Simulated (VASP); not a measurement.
Wanted: the native input for a VASP 6.6.1 run.

- Task: single point
- Functional: PBE
- Dispersion: D3(BJ)
- Potentials or basis: VASP PAW PBE potentials, release 64 (C)
- Cutoff: 520 eV
- k mesh: 21 × 21 × 1
- Occupations: gaussian, width 0.1 eV
- Spin: no spin polarisation
- Dipole correction: yes
- Further INCAR settings: ALGO = Fast; EDIFF = 1e-07; NBANDS = 11

The structure of C lies in POSCAR:

```
C
1.0
    2.4656677103      0.0000000000      0.0000000000
   -1.2328338551      2.1353308745      0.0000000000
    0.0000000000      0.0000000000     26.0024025614
C
2
Direct
    0.6666666667      0.3333333333      0.5000006356
    0.3333333333      0.6666666667      0.4999993644
```

The slab is cut from a database's or a generator's crystal, which needn't be the stable form of the element.

One way to write it, as run:

INCAR

```
PREC     = Accurate       # precision mode
ENCUT    = 520            # plane-wave cutoff, eV
EDIFF    = 1E-7           # SCF threshold, eV
ISMEAR   = 0              # smearing method
SIGMA    = 0.1            # smearing width, eV
LREAL    = False          # projectors in reciprocal space
LASPH    = True           # aspherical terms in the spheres
NELM     = 100            # most SCF steps
ALGO     = Fast           # electronic algorithm
ISIF     = 2              # what is computed and relaxed
LWAVE    = False          # write WAVECAR
LCHARG   = False          # write CHGCAR
LDIPOL   = True         
IDIPOL   = 3            
DIPOL    = 0.5 0.5 0.500
GGA      = PE             # functional
IVDW     = 12             # dispersion correction
NBANDS   = 11             # bands
```

KPOINTS

```
regular mesh
0
Gamma
  21 21 1
```

Potentials or basis: VASP PAW PBE potentials, release 64 (C).

The run is started by

```sh
$ cat potpaw_PBE.64/C/POTCAR > POTCAR
$ mpirun -np 1 vasp_std > vasp.out
```

It gave:

```yaml
Band_gap_on_the_k_mesh: none (metal or under the smearing width)
Dispersion_energy_per_atom: -0.089 eV
```

It took 110 s on 1 thread of Intel(R) Xeon(R) Platinum 8488C (Sapphire Rapids), with other jobs on the host, peak memory 0.26 GiB.
